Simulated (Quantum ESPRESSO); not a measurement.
# Sb: single point with PBE

The system is Sb.

```
Sb
1.0
     3.18307   -0.00916   -0.07927
    -0.00916    3.13721   -0.05653
    -0.07927   -0.05653    3.16292
Sb
1
Direct
  0.00350 0.00307 0.97826
```

The cell isn't the ideal one: cell strained at random at fixed volume.

```
Program             : Quantum ESPRESSO 7.5
Task                : single point
Functional          : PBE
Potentials or basis : SSSP 1.3 efficiency PBE
Cutoff              : 748 eV
Density cutoff      : 5987 eV
k mesh              : 8 × 8 × 8
Occupations         : fermi-dirac, width 0.05 eV
Spin                : no spin polarisation
Mixing beta         : 0.5
Most SCF iterations : 120
SCF threshold       : 2e-10 Ry
```

| Property | Result |
| --- | --- |
| Pressure | -2.3 GPa |
| Band gap on the k mesh | none (metal or under the smearing width) |

Stress tensor (GPa, compression positive):
```
-3.04 -0.11  0.50
-0.11 -1.26  0.09
 0.50  0.09 -2.54
```

Levels at points of the mesh, in eV from the Fermi level:
```tsv
k point	band 4	band 5	band 6	band 7	band 8	band 9	band 10	band 11
(0.00, 0.00, 0.00)	-28.97	-28.97	-11.93	2.94	3.21	3.41	7.02	7.18
(0.00, 0.00, -0.50)	-28.98	-28.97	-9.71	-5.15	4.73	5.15	9.18	10.67
(0.00, -0.50, 0.00)	-28.98	-28.97	-9.61	-5.18	4.82	5.09	9.30	10.51
(0.00, -0.50, -0.50)	-29.00	-28.91	-7.29	-3.43	-3.02	2.47	6.61	12.83
(-0.50, 0.00, 0.00)	-28.99	-28.97	-9.79	-5.14	4.82	5.16	9.24	10.74
(-0.50, 0.00, -0.50)	-29.00	-28.91	-7.49	-3.53	-2.98	2.45	6.89	13.17
(-0.50, -0.50, 0.00)	-29.00	-28.91	-7.36	-3.35	-3.14	2.45	6.69	12.77
(-0.50, -0.50, -0.50)	-28.91	-28.91	-4.85	-1.77	-1.52	-1.10	4.66	5.00
```

Run time: 58 s on 1 thread of AMD EPYC 7R43 64-Core Processor (Zen 3) (shared host), peak memory 0.23 GiB.

The run has no spin-orbit coupling, so splittings on Sb are missing.
